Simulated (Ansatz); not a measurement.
A crystal relaxed with r2SCAN+rVV10 in the plane-wave code Ansatz has space group P-3m1 (No. 164) and a = 4.095 Å, c = 7.210 Å.

```csv
atom,site,x,y,z
Cu,2d,0.6667,0.3333,0.5926
Xx,2d,0.3333,0.6667,0.7645
```

The r2SCAN gap is direct at Γ: 2.14 eV. The HSE06 gap is direct at Γ: 2.94 eV. The PBE gap is direct at Γ: 1.66 eV. Meshes: r2SCAN 12×12×4, HSE06 6×6×4, PBE 12×12×4.

**Question.** Which element is Xx?
A. Br
B. I
C. Cl
D. H

**Answer.** B. Xx is I: CuI (P-3m1) from a database structure. Cu has 4 I at 2.57–2.67 Å and 3 Cu at 2.72 Å; I has 4 Cu at 2.57–2.67 Å.

(Simulation; spin polarisation is off.)

Spin-orbit coupling is left out, which matters wherever the heavy atoms make up the band edges.

The meshes of the hybrids are coarse, so their gaps aren't converged to the digits shown.
